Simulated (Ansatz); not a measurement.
**Sn (Immm): calculation of the elastic constants from a Python script**

The task is a calculation of the elastic constants, for Sn (Immm).

Program: Ansatz 0.2.0, driven from Python. Level of theory: DFT r2SCAN, plane waves, PAW. These are calculated values, not measurements.

## Step 1: Starting point

It takes space group Immm (No. 71, orthorhombic). The conventional cell has a = 3.453 Å, b = 3.551 Å, c = 4.677 Å, α = 90.00°, β = 90.00°, γ = 90.00°. Sn (site symmetry mmm) is surrounded by 12 Sn at 3.41 to 3.55 Å.

The script holds or builds the structure itself.

## Step 2: The code

Contents of sn_elastic.py:

```python
from dataclasses import replace

import ansatz as az
import numpy as np

lattice = az.Lattice.of(
    (-1.726539, 1.775547, 2.338342),
    (1.726539, -1.775547, 2.338342),
    (1.726539, 1.775547, -2.338342),
)
sites = [
    ("Sn", (0.0, 0.0, 0.0)),
]
cell = az.Crystal(lattice=lattice)
for symbol, position in sites:
    cell = cell.atom(symbol, position)

setup = (
    cell.calculation()
    .occupations(az.OccupationsMethod.FERMI_DIRAC, width=0.05)
    .basis(550)
    .functional("r2SCAN")
    .kpoints(17, 17, 17)
)
rest = setup.relax(cell=True).run().lattice
relaxed = az.Crystal(lattice=az.Lattice.of(rest.cell_ang))
for site in rest.sites:
    relaxed = relaxed.atom(site.symbol, site.position_frac)
setup = replace(setup, crystal=relaxed)
print("relaxed volume {:.3f} A^3".format(abs(np.linalg.det(rest.cell_ang))))
outcome = setup.elastic("relaxed_ion", amplitude=0.003).run()
elastic = outcome.elastic

C = np.asarray(elastic.c_gpa)
for i in range(6):
    for j in range(i, 6):
        if abs(C[i, j]) > 0.05:
            print(f"C{i + 1}{j + 1} = {C[i, j]:.1f} GPa")
print("smallest eigenvalue of C:", round(elastic.stability.min_eigenvalue_gpa, 1), "GPa; tensor positive definite:", elastic.stability.min_eigenvalue_gpa > 0)
if elastic.stability.min_eigenvalue_gpa > 0:
    m = elastic.moduli
    anisotropy = 5 * m.g_voigt_gpa / m.g_reuss_gpa + m.k_voigt_gpa / m.k_reuss_gpa - 6
    print(f"Voigt K {m.k_voigt_gpa:.1f} G {m.g_voigt_gpa:.1f}; Reuss K {m.k_reuss_gpa:.1f} G {m.g_reuss_gpa:.1f}; universal anisotropy index {anisotropy:.3f}")
```

## Step 3: The input behind the calls

The package turns the script's settings into the engine's input (first run):

```yaml
crystal:
  lattice:
    - [-1.726539, 1.775547, 2.338342]
    - [1.726539, -1.775547, 2.338342]
    - [1.726539, 1.775547, -2.338342]
  atoms:
    - { symbol: Sn, position: [0.0, 0.0, 0.0] }
basis:
  ecutwfc: 550.0
kpoints:
  mp_grid:
    grid: [17, 17, 17]
hamiltonian:
  xc: r2scan
scf:
  occupations:
    method: fermi_dirac
    width: 0.05
relax:
  cell: {}
```

## Step 4: Launch

Run with:

```console
python sn_elastic.py
```

Q: Predict the main results. Wanted: moves of the relaxation of run 1; energy gained in run 1; last largest force component of run 1; relaxed conventional cell of run 1; space group at the end of run 1; bulk modulus; shear modulus; least eigenvalue of C.

As calculated:

| quantity | value |
| --- | --- |
| runs compared | 2 |
| moves of the relaxation of run 1 | 6 |
| energy gained in run 1 (ahead of the last change of basis) | 12.3 meV/atom |
| last largest force component of run 1 | 0.0000 eV/Å |
| relaxed conventional cell of run 1 | a = 4.779 Å, b = 4.779 Å, c = 4.779 Å, α = 90.00°, β = 90.00°, γ = 90.00° |
| space group at the end of run 1 | Fm-3m |
| bulk modulus (Hill) | 50.8 GPa |
| shear modulus (Hill) | 19.7 GPa |
| least eigenvalue of C | 6.9 GPa |

In words: In run 1, the volume shrank by 4.8 % over 6 moves, and within 0.02 Å the space group became Fm-3m. C is positive definite: mechanically stable against homogeneous strain. The ratio K/G is 2.58, on the ductile side of Pugh's 1.75. Notes:
- A positive definite tensor excludes instabilities under uniform strain alone; phonons elsewhere in the zone can still be imaginary.
- The cell relaxed to the group Fm-3m; tensors and edges are in the axes of the typed cell.
- This isn't the structure that Sn takes at ambient conditions.
- Shear constants of a metal converge slowly with the k-point mesh and can be wrong in sign on a coarse one; the constants belong to the cell that was strained. Whether this is the phase that is stable at ambient conditions was not tested.
